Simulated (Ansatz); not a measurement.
Consider TlBr in the CsCl type structure (space group Pm-3m, No. 221; a = 3.915 Å).

Method: PBEsol (Ansatz, a first-principles code, PAW, scalar-relativistic without spin-orbit coupling).

```json
[
 {"level": "PBEsol", "band gap": "1.59 eV", "lattice parameter a": "3.915 Å"}
]
```

Measured: band gap 2.68 eV (temperature not stated; as listed in M. Piasecki et al., Materials Advances (2022)); lattice parameter a 3.9842 Å (temperature not stated; as listed in Mao-Hua Du, David J. Singh, Physical Review B (2010)).

Computed minus measured — band gap: PBEsol -1.09 eV; lattice parameter a: PBEsol -1.7 %. Measured values not marked as corrected hold thermal and zero-point effects that the static-lattice runs lack. A measured gap can be an optical one, lowered by exciton binding. Levels without spin-orbit coupling miss its effect on the gap.

With Tl present, leaving out spin-orbit coupling can change the band edges. Stability against distortions was not tested.
